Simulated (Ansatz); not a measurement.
HfO2:

```
CELL_PARAMETERS angstrom
5.55640 0.00000 0.00000
0.00000 3.33360 0.00000
0.00000 0.00000 6.50500
ATOMIC_POSITIONS crystal
Hf 0.74868 0.75000 0.60787
Hf 0.25132 0.25000 0.39213
Hf 0.24868 0.75000 0.89213
Hf 0.75132 0.25000 0.10787
O 0.63950 0.25000 0.42340
O 0.36050 0.75000 0.57660
O 0.13950 0.25000 0.07660
O 0.86050 0.75000 0.92340
O 0.52079 0.25000 0.84145
O 0.47921 0.75000 0.15855
O 0.02079 0.25000 0.65855
O 0.97921 0.75000 0.34145
```

Measurements of this composition are mostly on another form, of space group No. 14.

Below is the output of Ansatz 0.2.0 for this cell. Logs are shortened: lines on timing, memory, paths and dates and some standing lists are left out, and cuts for length are marked.

```text
Warning: RAYON_NUM_THREADS=4 ignored (pool sized by the plan → 4); use --threads N
Engine: ansatz 0.2.0, x86_64-unknown-linux-gnu
Pseudopotentials: kind: paw
Pseudopotential: Hf, paw, valence charge 26, recommended cutoff 420 eV (normal), Hf.paw.azcp
Pseudopotential: O, paw, valence charge 6, recommended cutoff 420 eV (normal), O.paw.azcp
Functional definition: revPBE
  parameter kappa = 1.245
  parameter beta = 0.06672455060314922
  exchange = pbe_x(kappa = kappa, mu = beta*pi^2/3)
  correlation = pbe_c(beta = beta)
Crystal: 12 atoms, lattice volume = 120.491 Å³
Basis set: ecut = 420 eV, 2361 PW (Γ), exchange–correlation on 80×48×90 points (8 copies of the dense FFT grid, shifted against one another)
Bands: 92, of which v1, the nominal top of the filled ones, is band 76 counted from 1 (75 counted from 0)
[... 165 lines left out ...]
  k-point 2: bands = ["-44.0496", "-44.0496", "-44.0356", "-44.0356", "-12.9425", "-12.9425", "-12.7924", "-12.7924", "-12.7300", "-12.7300", "-12.6234", "-12.6234", "-12.5806", "-12.5806", "-12.5599", "-12.5599", "-1.1852", "-1.1852", "0.0119", "0.0119", "0.6033", "0.6033", "0.6995", "0.6995", "6.0480", "6.0480", "6.0632", "6.0632", "6.0713", "6.0713", "6.0761", "6.0761", "6.0761", "6.0761", "6.0799", "6.0799", "6.0834", "6.0834", "6.0898", "6.0898", "6.0900", "6.0900", "6.0957", "6.0957", "6.1051", "6.1051", "6.1093", "6.1093", "6.1139", "6.1139", "6.1529", "6.1529", "11.6047", "11.6047", "12.1457", "12.1457", "13.0911", "13.0911", "13.1832", "13.1832", "13.5590", "13.5590", "14.0297", "14.0297", "14.3471", "14.3471", "14.9247", "14.9247", "15.3241", "15.3241", "15.6104", "15.6104", "16.2893", "16.2893", "16.4033", "16.4033", "21.1109", "21.1109", "21.8376", "21.8376", "22.1310", "22.1310", "22.1653", "22.1653", "23.4908", "23.4908", "23.7262", "23.7262", "24.5280", "24.5280", "24.8662", "24.8662"]
  k-point 44: bands = ["-44.0345", "-44.0345", "-44.0318", "-44.0318", "-13.0248", "-13.0248", "-12.9885", "-12.9885", "-12.7141", "-12.7141", "-12.7039", "-12.7039", "-12.6364", "-12.6364", "-12.6075", "-12.6075", "-0.2002", "-0.2002", "-0.1294", "-0.1294", "0.4297", "0.4297", "0.4365", "0.4365", "6.0550", "6.0550", "6.0560", "6.0560", "6.0749", "6.0749", "6.0768", "6.0768", "6.0797", "6.0797", "6.0835", "6.0835", "6.0873", "6.0873", "6.0902", "6.0902", "6.0960", "6.0960", "6.0988", "6.0988", "6.1079", "6.1079", "6.1139", "6.1139", "6.1198", "6.1198", "6.1204", "6.1204", "11.5583", "11.5583", "11.7214", "11.7214", "12.4826", "12.4826", "12.5779", "12.5779", "13.5689", "13.5689", "14.0546", "14.0546", "15.2684", "15.2684", "15.3188", "15.3188", "15.6103", "15.6103", "15.7033", "15.7033", "16.0709", "16.0709", "16.1496", "16.1496", "22.2021", "22.2021", "22.6703", "22.6703", "22.8741", "22.8741", "23.0505", "23.0505", "23.8807", "23.8807", "24.2480", "24.2480", "24.5676", "24.5676", "24.5676", "24.5676"]
--- Relaxed structure (7 steps of the walk, 7 accepted, 2 SCFs on fresh bases) ---
  F+E_penalty+E_count = -67489.92441349 eV   max|allowed force component| = 9.572e-4 eV/Å   (the final SCF, on the basis selected at the relaxed cell)
  cell:  # Å, volume = 124.4099 Å³
    - [5.591475659240957, 0.0, 0.0]
    - [0.0, 3.3801587465452445, 0.0]
    - [0.0, 0.0, 6.582509422793669]
  atoms:
    - { symbol: Hf, position: [0.7509973763280067, 0.7499999999999999, 0.6046923473580802] }
    - { symbol: Hf, position: [0.24900262367199327, 0.24999999999999997, 0.39530765264191986] }
    - { symbol: Hf, position: [0.25099737632800667, 0.7499999999999999, 0.8953076526419196] }
    - { symbol: Hf, position: [0.7490026236719931, 0.24999999999999997, 0.10469234735808022] }
    - { symbol: O, position: [0.6385076666173287, 0.24999999999999997, 0.42108253785148164] }
    - { symbol: O, position: [0.3614923333826713, 0.7499999999999999, 0.5789174621485185] }
    - { symbol: O, position: [0.13850766661732883, 0.24999999999999997, 0.0789174621485184] }
    - { symbol: O, position: [0.8614923333826707, 0.7499999999999999, 0.9210825378514816] }
    - { symbol: O, position: [0.5175456220595765, 0.24999999999999997, 0.8434930563435769] }
    - { symbol: O, position: [0.4824543779404233, 0.7499999999999999, 0.1565069436564232] }
    - { symbol: O, position: [0.017545622059576625, 0.24999999999999997, 0.6565069436564231] }
    - { symbol: O, position: [0.9824543779404232, 0.7499999999999999, 0.34349305634357685] }
```

Write the input and the command behind it.

Relaxation of cell and atoms with revPBE, no spin polarisation. The files as run (others can give the same):

input.yaml
```yaml
crystal:
  lattice:
    - [5.556395, 0.0, 0.0]
    - [0.0, 3.333597, 0.0]
    - [0.0, 0.0, 6.504995]
  atoms:
    - { symbol: Hf, position: [0.748682, 0.75, 0.607871] }
    - { symbol: Hf, position: [0.251318, 0.25, 0.392129] }
    - { symbol: Hf, position: [0.248682, 0.75, 0.892129] }
    - { symbol: Hf, position: [0.751318, 0.25, 0.107871] }
    - { symbol: O, position: [0.639499, 0.25, 0.4234] }
    - { symbol: O, position: [0.360501, 0.75, 0.5766] }
    - { symbol: O, position: [0.139499, 0.25, 0.0766] }
    - { symbol: O, position: [0.860501, 0.75, 0.9234] }
    - { symbol: O, position: [0.520794, 0.25, 0.841453] }
    - { symbol: O, position: [0.479206, 0.75, 0.158547] }
    - { symbol: O, position: [0.020794, 0.25, 0.658547] }
    - { symbol: O, position: [0.979206, 0.75, 0.341453] }
hamiltonian:
  xc: revpbe
  pseudopotentials: { kind: paw }
kpoints:
  mp_grid: { grid: [5, 8, 4] }
scf:
  occupations: { method: fermi_dirac, width: 0.05 }
output:
  forces: true
  stress: true
  eigenvalues: true
relax:
  f_tol: 0.01
  max_steps: 40
  cell: { stress_tol: 0.05 }
```

Potentials or basis: Ansatz PAW.
Command:
```sh
$ ansatz run input.yaml --threads 4 --pin off --max-ram 11264MiB --backend cpu --events-out ev --progress --plain --runs-dir out
```

Caveat: odd divisions of the mesh miss points on the zone boundary, where band edges often lie, so the gap on the mesh can be too wide; the plane-wave basis is chosen anew once the cell has moved, so the energies of steps on either side of that aren't comparable; spin-orbit coupling is left out, which moves the levels of the heavy elements; the PAW data sets come from PBE, with cores solved anew for the run's functional, which leaves a small shift of forces and pressure.
